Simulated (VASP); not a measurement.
Wanted: the native input for a VASP 6.6.1 run.

```
Task                   : single point
Functional             : LDA
Potentials or basis    : VASP PAW LDA potentials, release 64 (Si)
Cutoff                 : 520 eV
k mesh                 : 6 × 6 × 6
Occupations            : gaussian, width 0.1 eV
Spin                   : no spin polarisation
Dipole correction      : no
Further INCAR settings : ALGO = Normal; EDIFF = 1e-06; NBANDS = 11
```

The structure of Si lies in POSCAR:

```
Si
1.0
    0.0000000000      2.7154700000      2.7154700000
    2.7154700000      0.0000000000      2.7154700000
    2.7154700000      2.7154700000      0.0000000000
Si
2
Direct
    0.5000000000      0.5000000000      0.5000000000
    0.7500000000      0.7500000000      0.7500000000
```

The input as run:

INCAR

```
SYSTEM = Si
ALGO = Normal ; EDIFF = 1E-6
ENCUT = 520 ; GGA = CA
ISIF = 2 ; ISMEAR = 0
LASPH = .True. ; LCHARG = .True.
LELF = .True. ; LREAL = .False.
LVHAR = .True. ; LWAVE = .False.
NBANDS = 11 ; NELM = 100
PREC = Accurate ; SIGMA = 0.1
```

KPOINTS

```
k-points
0
Gamma
  6 6 6
  0 0 0
```

Potentials or basis: VASP PAW LDA potentials, release 64 (Si).

Run with:

```bash
$ cat potpaw_LDA.64/Si/POTCAR > POTCAR
$ mpirun -np 1 vasp_std > vasp.out
```

It gave:

```yaml
Pressure: -1.4 GPa
Band_gap_on_the_k_mesh: 0.60 eV, indirect (least direct gap 2.52 eV)
```

Run time: 3.8 s on 1 thread of AMD EPYC 9R45 96-Core Processor (Zen 5) (shared host), peak memory 0.1 GiB.
